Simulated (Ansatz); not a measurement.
# TiB2 (P1) in Ansatz: single point with PBEsol+D4

Aim: the single point of TiB2 with PBEsol+D4.

All numbers are computed with Ansatz 0.2.0; they aren't measurements. Logs are shortened: lines on timing, memory, paths and dates and some standing lists are left out, and cuts for length are marked.

### 1 The cell of the first run

The typed cell holds 3 atoms: a = 3.029 Å, b = 3.029 Å, c = 3.228 Å, α = 90.00°, β = 90.00°, γ = 120.00°.

### 2 Single point, PBEsol+D4 (atoms moved at random, drawn with an rms of 0.05 Å)

input.yaml

```yaml
crystal:
  lattice:
    - [3.0292, 0.0, 0.0]
    - [-1.5146, 2.6233641531, 0.0]
    - [0.0, 0.0, 3.2284]
  atoms:
    - { symbol: Ti, position: [0.014846, 0.01857, 0.008713] }
    - { symbol: B, position: [0.646836, 0.313532, 0.502201] }
    - { symbol: B, position: [0.346066, 0.682947, 0.496431] }
hamiltonian:
  xc: pbesol
  pseudopotentials: { kind: paw }
  dispersion: d4
kpoints:
  mp_grid: { grid: [10, 10, 8] }
scf:
  occupations: { method: fermi_dirac, width: 0.05 }
output:
  forces: true
  stress: true
  eigenvalues: true
```

Potentials or basis: Ansatz PAW.

On the command line:

```sh
> ansatz run input.yaml --threads 2 --pin off --max-ram 5632MiB --backend cpu --events-out ev --progress --plain --runs-dir out
```

What it wrote:

```text
Warning: RAYON_NUM_THREADS=2 ignored (pool sized by the plan → 2); use --threads N
Engine: ansatz 0.2.0, x86_64-unknown-linux-gnu
Pseudopotentials: kind: paw
Pseudopotential: Ti, paw, valence charge 12, recommended cutoff 420 eV (normal), Ti.paw.azcp
Pseudopotential: B, paw, valence charge 3, recommended cutoff 420 eV (normal), B.paw.azcp
Functional definition: PBEsol
  exchange = pbesol_x
  correlation = pbesol_c
Crystal: 3 atoms, lattice volume = 25.655 Å³
Basis set: ecut = 420 eV, 503 PW (Γ), exchange–correlation on 48×48×48 points (8 copies of the dense FFT grid, shifted against one another)
Bands: 13, of which v1, the nominal top of the filled ones, is band 9 counted from 1 (8 counted from 0)
Symmetry: 1 space group operations
Space group: P1 (ITA 1), of the structure as read, at distance tolerance 2.9e-5 Å
k-points: 404 of 800 (time reversal used)
Non-local potential: Ti, projectors of the file, l = 0: 3, l = 1: 2, l = 2: 3, l = 3: 1
Non-local potential: B, projectors of the file, l = 0: 2, l = 1: 2, l = 2: 1
PAW form: soft (Blöchl's): semilocal exchange-correlation on the pseudo side does not see the compensation charge
PAW frozen core: Ti, regenerated for the run's functional, and the local potential with it (the file was generated under x = pbe(κ = 0.804, μ = 0.2195149727645171), c = pbe(β = 0.06672455060314922))
PAW frozen core: B, regenerated for the run's functional, and the local potential with it (the file was generated under x = pbe(κ = 0.804, μ = 0.2195149727645171), c = pbe(β = 0.06672455060314922))
PAW one-centre angular grid: Ti, 590 points (default); XC on 64 Gauss nodes
PAW one-centre angular grid: B, 110 points (default); XC on 64 Gauss nodes
Initial density: superposition of atomic densities (neutral atoms: chi_scale 0, normalization atom), corrected by the library's trained network
Initial wavefunctions: pseudopotential atomic-orbital guess
Functional: x = pbesol(κ = 0.804, μ = 0.12345679012345678), c = pbesol(β = 0.046)
SCF iter   1: F=—  HF=-2783.085484 eV  |F-HF|=—  |Δ(HF+E_count)|=         —  Δρ=6.38e-3  dr2=8.33e-3  ethr=1.77e-3  ⟨swp⟩=4.4  Hψ=24915  notcnv=0
preconditioner: auto → none  [metal: Δε(μ)=0.011 eV  Ē_g=8.111 eV  σ=0.050 eV  W_gap=0.05  n_scr=8 (ndim 8)  ℏωp=23.2 eV  f_vac=0.000  D(μ)=0.54/eV (n_scr^D=2)  sad-step TF]
SCF iter   2: F=—  HF=-2783.082691 eV  |F-HF|=—  |Δ(HF+E_count)|=   2.79e-3  Δρ=3.23e-3  dr2=2.88e-3  ethr=4.63e-5  ⟨swp⟩=2.7  Hψ=12122  notcnv=0
SCF iter   3: F=—  HF=-2783.081621 eV  |F-HF|=—  |Δ(HF+E_count)|=   1.07e-3  Δρ=3.03e-4  dr2=2.27e-5  ethr=1.60e-5  ⟨swp⟩=2.0  Hψ=8614  notcnv=0
SCF iter   4: F=—  HF=-2783.081621 eV  |F-HF|=—  |Δ(HF+E_count)|=   7.86e-7  Δρ=5.49e-5  dr2=6.03e-7  ethr=1.26e-7  ⟨swp⟩=2.8  Hψ=8284  notcnv=0
iter 5 did not close the SCF: its close was put off for the readings that it lacked (scf_convergence_deferred on its scf_iter line)
SCF iter   5: F=-2783.081621 eV  HF=-2783.081621 eV  |F-HF|=4.91e-8  |Δ(HF+E_count)|=   6.26e-8  Δρ=1.44e-5  dr2=6.21e-8  ethr=3.35e-9  ⟨swp⟩=2.1  Hψ=7145  notcnv=0
SCF iter   6: F=-2783.081621 eV  HF=-2783.081621 eV  |F-HF|=2.09e-9  |Δ(HF+E_count)|=   2.11e-8  Δρ=3.07e-6  dr2=2.71e-9  ethr=3.45e-10  ⟨swp⟩=2.0  Hψ=18427  notcnv=0
SCF 1 converged in 6 iterations: F = -2783.081621 eV  dr2 = 2.71e-9
SCF converged after 6 iterations
Free energy (F): -2783.081621 eV
Harris-Foulkes:  -2783.081621 eV  (|F-HF|=2.09e-9)
Internal energy: -2783.077305 eV  (E = F + TS)
E sigma→0 (E₀):  -2783.079463 eV
Entropy (-TS):   -0.004316 eV (-1.439 meV/atom)
Fermi energy:    15.017652 eV
--- Per-component energies (eV) ---
  E_band       = -93.914945
  E_kinetic    = 375.856477
  E_local      = -789.719464  (includes V_loc(G=0)·N_el)
  E_nonlocal   = 30.241936
  E_hartree    = 333.822769
  E_xc         = -164.174142
  E_vxc        = -202.344274  (∫ρ·V_xc dr)
  E_paw        = -1173.260113  (= ΣΔE_a)
  E_vpaw       = -175.594845  (= ΣTr[D̂ρ^β])
  E_aug_tail   = 0.000097  (compensation charges beyond the density's cutoff)
  E_ewald      = -1395.421921
  E_disp       = -0.591749  (pairwise vdW)
  E_core_change = 0.168806  (= ΣΔE_core)
  E_smearing   = -0.004316  (= −TS)
  E_closure    = 0.000000  (closes the sum)
  Σ components = -2783.081621   (vs F -2783.081621, Δ=0.00e0)
--- Forces (eV/Å), atoms counted from 1 ---
  atom   1  Ti    -0.39342000    -0.71421054    -0.42619167
  atom   2  B      0.71261006     1.98922674     0.11664848
  atom   3  B     -0.31918989    -1.27501594     0.30949545
  max |Σ_I F_I| component: 4.77e-5 eV/Å
--- Stress (GPa, compression-positive) ---
       -9.037378      -0.387005       0.174407
       -0.387004      -2.848791       0.391099
        0.174407       0.391099     -11.147871
  P = ⅓ Tr σ = -7.6780 GPa (-76.780 kbar)
--- Band table (eV; the first three rows and the last of 404) ---
  k-point 0: bands = ["-41.5891", "-18.0564", "-17.7590", "-17.7199", "1.5945", "12.0504", "12.6323", "12.8807", "13.0490", "16.9106", "17.0329", "18.3954", "19.0642"]
  k-point 1: bands = ["-41.5868", "-18.0871", "-17.7565", "-17.7176", "1.8024", "11.1967", "12.2115", "13.0599", "14.2594", "16.3103", "16.6326", "18.0719", "18.7565"]
  k-point 2: bands = ["-41.5815", "-18.1604", "-17.7503", "-17.7120", "2.3753", "9.5336", "12.6609", "13.5491", "15.4030", "15.4425", "15.9150", "17.2164", "17.8461"]
  k-point 403: bands = ["-41.5185", "-18.1653", "-18.1240", "-17.8106", "5.3043", "7.5918", "10.4931", "11.2781", "11.8984", "17.5671", "18.0230", "19.3162", "19.6179"]
```

It took 22 s on 2 threads of Intel Xeon at 2.50GHz (Skylake/Cascade Lake), shared host; peak memory 0.48 GiB.

What came out:

```
Free energy            : -2783.0816 eV
Pressure               : -7.7 GPa
Largest force          : 2.116 eV/Å
Band gap on the k mesh : none (metal or under the smearing width)
```

Forces in eV/Å, atoms in the order of the input:
```
Ti  -0.393 -0.714 -0.426
B    0.713  1.989  0.117
B   -0.319 -1.275  0.309
```

Stress tensor (GPa, compression positive):
```
 -9.04  -0.39   0.17
 -0.39  -2.85   0.39
  0.17   0.39 -11.15
```

Caveat: pairwise dispersion overbinds metals, which lowers pressure and volume; the PAW data sets come from PBE, with cores solved anew for the run's functional, which leaves a small shift of forces and pressure; forces of over 1 eV/Å show positions far from the minimum, so gaps and moduli don't describe the material at rest.
